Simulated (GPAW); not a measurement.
Set up this calculation in GPAW 26.7.0, as an ASE script.

* Task: band structure
* Functional: PBE
* Potentials or basis: GPAW PAW data sets (gpaw-data 1.2.1)
* Cutoff: 600 eV
* Basis: pw
* k mesh: 8 × 8 × 8
* Occupations: fermi-dirac, width 0.05 eV
* Spin: no spin polarisation
* Maxiter: 150
* Band path: GXWKGLUWLK,UX
* Band points: 80

The structure of GaSb lies in POSCAR:

```
GaSb
1.0
    0.0000000000      3.0590000000      3.0590000000
    3.0590000000      0.0000000000      3.0590000000
    3.0590000000      3.0590000000      0.0000000000
Sb Ga
1 1
Direct
    0.7500000000      0.7500000000      0.7500000000
    0.0000000000      0.0000000000      0.0000000000
```

These files were run (other wordings do the same):

run.py

```python
from ase.dft.bandgap import bandgap
from ase.io import read, write
from ase.units import GPa
from gpaw import GPAW, PW

atoms = read('POSCAR')

calc = GPAW(mode=PW(600),
            xc='PBE',
            kpts={'size': (8, 8, 8), 'gamma': True},
            occupations={'name': 'fermi-dirac', 'width': 0.05},
            nbands=18,
            convergence={'density': 1e-05, 'energy': 1e-05},
            maxiter=150,
            txt='gpaw.txt')
atoms.calc = calc
energy = atoms.get_potential_energy()
forces = atoms.get_forces()
stress = atoms.get_stress()
calc.write('gs.gpw')
write('result.traj', atoms)
print(f'Energy: {energy:.6f} eV')
print('Forces (eV/A):')
print(forces.round(4))
print('Stress (GPa):', (stress / GPa).round(3))
print('Fermi level:', round(calc.get_fermi_level(), 4), 'eV')
print(f'Gap: {bandgap(calc)[0]:.4f} eV, direct: {bandgap(calc, direct=True)[0]:.4f} eV')

path = atoms.cell.bandpath('GXWKGLUWLK,UX', npoints=80, eps=1e-4)
bs_calc = calc.fixed_density(kpts=path, symmetry='off', nbands=30,
                             convergence={'bands': 'CBM+6.0', 'eigenstates': 1e-6}, txt='bands.txt')
bs = bs_calc.band_structure()
bs.write('bs.json')
print(f'Gap on the path: {bandgap(bs_calc)[0]:.4f} eV')
```

Potentials or basis: GPAW PAW data sets (gpaw-data 1.2.1), pw.

The run is started by

```sh
$ OMP_NUM_THREADS=1 python run.py
```

It gave:

```yaml
Pressure: 2.3 GPa
Band_gap_on_the_k_mesh: 0.09 eV, direct
Band_gap_along_the_path: 0.09 eV, direct
```

Caveat: spin-orbit coupling is left out, which moves the levels of the heavy elements.

Run time: 52 s on 1 thread of Arm Neoverse V1 (shared host), peak memory 0.29 GiB.
